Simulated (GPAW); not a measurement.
Input of a GPAW 26.7.0 run:

File run.py:

```python
from ase import Atoms
from ase.dft.bandgap import bandgap
from ase.io import write
from ase.units import GPa
from gpaw import GPAW, PW, setup_paths

setup_paths.insert(0, '.')

atoms = Atoms(['Ge', 'Ge', 'Ge', 'Ge'],
              cell=[[3.9975858431, 0.0, 0.0],
                    [-1.9987929216, 3.462010894, 0.0],
                    [0.0, 0.0, 6.59937795]],
              scaled_positions=[[0.3333333333, 0.6666666667, 0.93709875],
                                [0.6666666667, 0.3333333333, 0.43709875],
                                [0.3333333333, 0.6666666667, 0.56290125],
                                [0.6666666667, 0.3333333333, 0.06290125]],
              pbc=True)

calc = GPAW(mode=PW(600),
            xc='PBEsol',
            kpts={'size': (6, 6, 4), 'gamma': True},
            occupations={'name': 'fermi-dirac', 'width': 0.05},
            nbands=18,
            convergence={'density': 1e-05, 'energy': 1e-05},
            maxiter=150,
            txt='gpaw.txt')
atoms.calc = calc
energy = atoms.get_potential_energy()
forces = atoms.get_forces()
stress = atoms.get_stress()
calc.write('gs.gpw')
write('result.traj', atoms)
print(f'Energy: {energy:.6f} eV')
print('Forces (eV/A):')
print(forces.round(4))
print('Stress (GPa):', (stress / GPa).round(3))
print('Fermi level:', round(calc.get_fermi_level(), 4), 'eV')
print(f'Gap: {bandgap(calc)[0]:.4f} eV, direct: {bandgap(calc, direct=True)[0]:.4f} eV')

path = atoms.cell.bandpath('GMKGALHA,LM,KH', npoints=60, eps=1e-4)
bs_calc = calc.fixed_density(kpts=path, symmetry='off', nbands=34,
                             convergence={'bands': 'CBM+6.0', 'eigenstates': 1e-6}, txt='bands.txt')
bs = bs_calc.band_structure()
bs.write('bs.json')
print(f'Gap on the path: {bandgap(bs_calc)[0]:.4f} eV')
```

Potentials or basis: PAW data sets generated in the run's folder for this functional, pw.

Launch:

```console
$ gpaw-setup -f PBEsol Ge
$ OMP_NUM_THREADS=1 python run.py
```

Problem. Estimate the pressure.

Solution. 0.3 GPa.

Problem. What does it give for the band gap along the path?

Solution. None (metal or under the smearing width).

Problem. What does it give for the largest force?

Solution. 0.005 eV/Å.

Stress tensor (GPa, compression positive):
```
 0.56  0.00  0.00
 0.00  0.56  0.00
 0.00  0.00 -0.18
```
